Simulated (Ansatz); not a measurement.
## Relaxing KNbO3

Theory: DFT PBE, scalar-relativistic, plane waves, PAW (Ansatz 0.2.0). Run with 420 eV cutoff, 8×8×6 k-mesh, Gaussian smearing of 0.02 eV, no spin polarisation.

What was changed: biaxial strain in the a-b plane, c and atoms relaxed: -1.0 %.

Command:

```bash
ansatz run input.yaml --threads 1 --pin off --max-ram 2560MiB --backend cpu --events-out ev --progress --plain --runs-dir out
```

Input:

```yaml
crystal:
  lattice:
    - [3.9531518176, 0.0, 0.0]
    - [0.0, 3.9531518176, 0.0]
    - [0.0, 0.0, 4.2459098034]
  atoms:
    - { symbol: K, position: [0.5, 0.5, 0.5065043013] }
    - { symbol: Nb, position: [0.0, 0.0, 0.0242919599] }
    - { symbol: O, position: [0.5, 0.0, 0.9725991798] }
    - { symbol: O, position: [0.0, 0.5, 0.9725991798] }
    - { symbol: O, position: [0.0, 0.0, 0.4588063791] }
basis:
  ecutwfc: 420
kpoints:
  mp_grid: { grid: [8, 8, 6] }
hamiltonian:
  xc: pbe
scf:
  occupations: { method: gaussian, width: 0.02 }
output:
  forces: true
  stress: true
  eigenvalues: true
relax:
  adjacent_minimum: "off"
  f_tol: 0.008
  max_steps: 40
  cell: { stress_tol: 0.015, fix: [a, b, gamma] }
```

F is the free energy. Steps run on the plane waves of an earlier cell, but the last one, and at times one on the way, on a freshly chosen basis, so a repeated geometry can differ a little in energy. The held parts of the cell keep their stress, so P needn't end at zero.

Steps:

| step | F − F(1) (eV) | largest force component (eV/Å) | V (Å³/atom) | P (GPa) |
| --- | --- | --- | --- | --- |
| 1 | 0.0000 | 0.319 | 13.271 | 2.57 |
| 2 | -0.0019 | 0.188 | 13.278 | 2.49 |
| 3 | -0.0029 | 0.189 | 13.366 | 2.72 |
| 4 | -0.0033 | 0.030 | 13.450 | 1.85 |
| 5 | -0.0029 | 0.007 | 13.489 | 1.68 |
| 6 | -0.0027 | 0.003 | 13.504 | 1.63 |
| 7 | -0.0074 | 0.003 | 13.504 | 1.75 |
| 8 | -0.0067 | 0.004 | 13.557 | 1.50 |
| 9 | -0.0064 | 0.001 | 13.576 | 1.43 |
| 10 | -0.0076 | 0.001 | 13.576 | 1.45 |
| 11 | -0.0074 | 0.000 | 13.591 | 1.38 |
| 12 | -0.0077 | 0.000 | 13.591 | 1.38 |

Relaxed structure:

```yaml
crystal:
  lattice:
    - [3.95315, 0.00000, 0.00000]
    - [0.00000, 3.95315, 0.00000]
    - [0.00000, 0.00000, 4.34840]
  atoms:
    - { symbol: K, position: [0.50000, 0.50000, 0.51498] }
    - { symbol: Nb, position: [0.00000, 0.00000, 0.03174] }
    - { symbol: O, position: [0.50000, 0.00000, 0.96909] }
    - { symbol: O, position: [0.00000, 0.50000, 0.96909] }
    - { symbol: O, position: [0.00000, 0.00000, 0.44990] }
```

The structure is tetragonal, space group P4mm (No. 99). The conventional cell has a = 3.953 Å, b = 3.953 Å, c = 4.348 Å, α = 90.00°, β = 90.00°, γ = 90.00°. K (site symmetry 4mm) has 12 O at 2.79 to 3.09 Å as nearest neighbours. Nb (site symmetry 4mm) is surrounded by 5 O at 1.82 to 2.00 Å. O (site symmetry 2mm) has 2 Nb at 2.00 Å as nearest neighbours. O (site symmetry 4mm) is surrounded by 1 Nb at 1.82 Å.

The run converged. The run took 2.6 min on 1 thread of Arm Neoverse V2 (shared host), peak memory 0.47 GiB.